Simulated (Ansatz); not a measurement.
Crystal: I.

```
I
1.0
     3.63503   -2.39502    0.00000
     3.63503    2.39502    0.00000
     0.00000    0.00000    9.79344
I
4
Direct
  0.64930 0.35070 0.38440
  0.14930 0.85070 0.11560
  0.35070 0.64930 0.61560
  0.85070 0.14930 0.88440
```

Base run:

```yaml
Program: Ansatz 0.2.0
Functional: HSE06 form with a typed share of exact exchange
Potentials_or_basis: Ansatz PAW
Cutoff: "420 eV (not typed: the program's choice for these potentials)"
k_mesh: 4 × 4 × 2
Occupations: fermi-dirac, width 0.05 eV
Spin: no spin polarisation
```

Its results: band gap on the k mesh 2.16 eV, indirect (least direct gap 2.37 eV); pressure 1.0 GPa; largest force 0.295 eV/Å.

After a change of settings the same cell gave: band gap on the k mesh 1.46 eV, indirect (least direct gap 1.59 eV); pressure 1.6 GPa; largest force 0.732 eV/Å. Which change was it?
A. screening (1/å) from 0.2 to 0.15
B. share of exact exchange from 0.25 to 0.2
C. share of exact exchange from 0.25 to 0.05
D. screening (1/å) from 0.2 to 0.1

C.

Caveats: spin-orbit coupling is left out, which moves the levels of the heavy elements; the PAW data sets come from PBE, with cores solved anew for the run's functional, which leaves a small shift of forces and pressure; the thresholds are loose for stress.
